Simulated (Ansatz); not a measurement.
Base system: ZnTe in the zinc blende structure (space group F-43m, No. 216; a = 6.066 Å).

Computed with Kohn–Sham DFT with the PBEsol functional, run in Ansatz (a first-principles code) with PAW and 420 eV plane waves, no spin-orbit coupling.

Carriers are added at fixed cell with a uniform background; the Fermi–Dirac width is that of 300 K.

One change was made to it. Results:

```json
[
 {"quantity": "gap between the host's bands", "base": "1.24 eV", "after": "1.27 eV"},
 {"quantity": "Fermi level relative to the doped band's edge (positive inside the band; to 0.05 eV)", "base": "–", "after": "+0.35 eV"},
 {"quantity": "gap character", "base": "direct at Γ", "after": "direct at Γ"}
]
```

Which change produced these results?
A. electrons 7.0×10^20 cm⁻³
B. electrons 7.0×10^21 cm⁻³
C. holes 2.0×10^21 cm⁻³
D. electrons 2.0×10^21 cm⁻³

C, holes 2.0×10^21 cm⁻³. For comparison, the Fermi level from band edge in the other runs: electrons 7.0×10^21 cm⁻³ gives +1.25 eV; electrons 2.0×10^21 cm⁻³ gives +0.95 eV; electrons 7.0×10^20 cm⁻³ gives +0.75 eV.

Charged cell with a jellium background: band edges are those of the host's band count, energies are not comparable with the neutral cell, and many-body gap narrowing is missing. Spin-orbit coupling, missing from the scalar runs, can matter with Te. Stability against distortions was not tested.
